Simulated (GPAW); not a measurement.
# PbSe (Clausthalite): single point with PBE

**Experimental background.**

A printed reference work, monograph reports, for a bulk crystal of PbSe at 4.2 K: band gap 0.15 eV (direct).

Crystal: PbSe (Clausthalite).

```
CELL_PARAMETERS angstrom
0.00000 3.06065 3.06065
3.06065 0.00000 3.06065
3.06065 3.06065 0.00000
ATOMIC_POSITIONS crystal
Pb 0.00000 0.00000 0.00000
Se 0.50000 0.50000 0.50000
```

```yaml
Program: GPAW 26.7.0
Task: single point
Functional: PBE
Potentials_or_basis: GPAW PAW data sets (gpaw-data 1.2.1)
Cutoff: 600 eV
Basis: pw
k_mesh: 8 × 8 × 8
Occupations: fermi-dirac, width 0.05 eV
Spin: no spin polarisation
Maxiter: 150
```

```yaml
Pressure: 2.2 GPa
Band_gap_on_the_k_mesh: 0.24 eV, direct
```

Levels at points of the mesh, in eV from the valence-band top:
| k point | band 6 | band 7 | band 8 | band 9 | band 10 | band 11 | band 12 | band 13 | band 14 | band 15 |
| --- | --- | --- | --- | --- | --- | --- | --- | --- | --- | --- |
| (0.00, 0.00, 0.00) | -13.62 | -6.27 | -1.93 | -1.93 | -1.93 | 4.65 | 4.65 | 4.65 | 6.49 | 6.49 |
| (0.50, 0.50, 0.00) | -12.19 | -7.34 | -5.03 | -3.28 | -3.28 | 3.66 | 5.55 | 5.55 | 5.99 | 11.28 |
| (0.50, 0.50, 0.50) | -12.56 | -8.78 | -1.51 | -1.51 | 0.00 | 0.24 | 1.64 | 1.64 | 8.52 | 10.15 |

Run time: 14 s on 1 thread of Intel(R) Xeon(R) Platinum 8488C (Sapphire Rapids) (shared host), peak memory 0.17 GiB.

A measured gap of PbSe is 0.15 eV (direct; 4.2 K; a printed reference work, monograph); the calculated 0.24 eV misses it by +0.09 eV. 2 values of this kind are on record (0.15 to 0.28 eV); this one was drawn at random. Spin-orbit coupling on Pb, Se is left out. The value is that of PBE on a finite k mesh, which can miss the band edges, without temperature or zero-point motion.

Caveat: spin-orbit coupling is left out, which as a rule narrows the gap of such compounds by several tenths of an eV.
